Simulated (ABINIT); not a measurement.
Crystal: Ga.

```
Ga
1.0
     1.45000   -4.06500    0.00000
     1.45000    4.06500    0.00000
     0.00000    0.00000    3.17000
Ga
2
Direct
  0.13300 0.86700 0.75000
  0.86700 0.13300 0.25000
```

This isn't the form of Ga at room conditions, which is orthorhombic.

```yaml
Program: ABINIT 10.8.3 (patched build)
Task: relaxation of cell and atoms
Functional: PBEsol
Potentials_or_basis: JTH PAW PBE v2.0
Cutoff: 463 eV
k_mesh: 10 × 10 × 8
Occupations: fermi-dirac, width 0.05 eV
Spin: no spin polarisation
```

At the start: pressure -2.0 GPa; volume 18.68 Å³/atom.

Question: How do energy, volume and symmetry change on relaxing?

Answer: Over 11 steps the energy falls by 9.0 meV/atom and the volume is 17.95 Å³/atom (-3.9 %); space group Cmcm (No. 63, to 0.05 Å).

The path:
```csv
step,energy change (eV),largest force (eV/Å),pressure (GPa),volume (Å³)
1,0.0000,0.2116,-2.04,37.37
2,-0.0046,0.1864,-1.75,37.14
3,-0.0175,0.0083,0.45,35.67
4,-0.0177,0.0211,0.18,35.82
5,-0.0178,0.0194,0.10,35.87
6,-0.0179,0.0064,-0.04,35.94
7,-0.0179,0.0004,-0.03,35.93
8,-0.0179,0.0021,-0.01,35.92
9,-0.0179,0.0029,0.01,35.91
10,-0.0179,0.0027,0.02,35.90
11,-0.0179,0.0008,0.02,35.90
```

Final structure:
```
Ga
1.0
     1.41057   -4.01567    0.00000
     1.41057    4.01567    0.00000
     0.00000    0.00000    3.16930
Ga
2
Direct
  0.13516 0.86484 0.75000
  0.86484 0.13516 0.25000
```

Caveat: the PAW data sets were made with another functional, which shifts forces and pressure a little.
